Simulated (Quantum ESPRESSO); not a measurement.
Runs of Quantum ESPRESSO 7.5 on In. The cell holds a slab with vacuum, 4 atoms: a = 3.335 Å, b = 3.335 Å, c = 23.264 Å, α = 90.00°, β = 90.00°, γ = 120.00°. The slab is cut from a database's or a generator's crystal, which needn't be the stable form of the element.

```tsv
smearing	gap on the mesh (eV)	largest force (eV/Å)	work function (eV)
gaussian 0.2 eV	none	0.10	3.75
gaussian 0.01 eV	none	0.11	3.78
gaussian 0.025 eV	none	0.12	3.78
gaussian 0.05 eV	none	0.12	3.77
gaussian 0.1 eV	none	0.11	(a)
```

Alike in all rows: task work function; level PBE; potentials or basis PseudoDojo 0.4.1 SR PBE standard; no spin polarisation; cell as given; k mesh 9 × 9 × 1; cutoff (eV) 952.

Estimate the missing entries.

(a) 3.76.

A k mesh can miss the band edges, and the runs leave out spin-orbit coupling on In.

A gap of «none» marks a metal or a gap under the smearing width.
